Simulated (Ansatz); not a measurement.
Runs of Ansatz 0.2.0 on Cu. The structure is tetragonal, space group I4/mmm (No. 139). The conventional cell has a = 2.886 Å, b = 2.886 Å, c = 2.752 Å, α = 90.00°, β = 90.00°, γ = 90.00°. Cu (site symmetry 4/mmm) is surrounded by 10 Cu at 2.46 to 2.75 Å. This isn't the form of Cu at room conditions, which is fcc.

```csv
task,level,potentials or basis,spin,cell,k mesh,cutoff (eV),smearing,points for each segment of the path,mesh quality,gap on the mesh (eV),pressure (GPa),V0 of scaled cells (Å³/atom),B0 (GPa)
equation of state,PBEsol,Ansatz PAW earlier set,off,as given,13 × 13 × 13,700,fermi-dirac 0.05 eV,-,not flagged,-,-,11.36,165
band structure,PBEsol+D3(BJ),SSSP efficiency PAW,off,as given,13 × 13 × 13,1225,cold 0.01 eV,14,not flagged,none,(a),-,-
equation of state,PBEsol,PseudoDojo standard,off,as given,13 × 13 × 13,1252,fermi-dirac 0.05 eV,-,not flagged,-,-,(b),168
Wannier functions,r2SCAN+D4,SSSP efficiency PAW,off,as given,13 × 13 × 13,1225,tetrahedron,-,not flagged,none,-,-,-
band structure,LDA,Ansatz PAW,off,as given,13 × 13 × 13,420,fermi-dirac 0.05 eV,14,not flagged,none,-7.8,-,-
single point,LDA,JTH PAW LDA,"non-collinear, ferromagnetic start",as given,13 × 13 × 13,1350,methfessel-paxton 0.15 eV,-,not flagged,none,-7.5,-,-
relaxation of cell and atoms,PBEsol+D3(BJ),Ansatz PAW,off,relaxed,13 × 13 × 13,420,fermi-dirac 0.05 eV,-,not flagged,none,0.0,-,-
single point,PBEsol0,Ansatz PAW,off,as given,7 × 7 × 7,420,fermi-dirac 0.05 eV,-,coarse,none,-,-,-
```

Task: Fill in the values left out.

Result: (a) -8.9; (b) 11.34.

Caveats: some runs use coarse meshes; the PAW data sets come from PBE, with cores solved anew for the run's functional, which leaves a small shift of forces and pressure (some runs); pairwise dispersion overbinds metals, which lowers pressure and volume (some runs); the cell was scaled at fixed shape and fractional positions, which overstates the stiffness of a crystal with free parameters, most of all of layers and chains (some runs); the PAW data sets were made with another functional, which shifts forces and pressure a little (some runs); the plane-wave basis is chosen anew once the cell has moved, so the energies of steps on either side of that aren't comparable (some runs).

A k mesh can miss the band edges.

A gap of «none» marks a metal or a gap under the smearing width.

Not every run made on this cell is shown here.
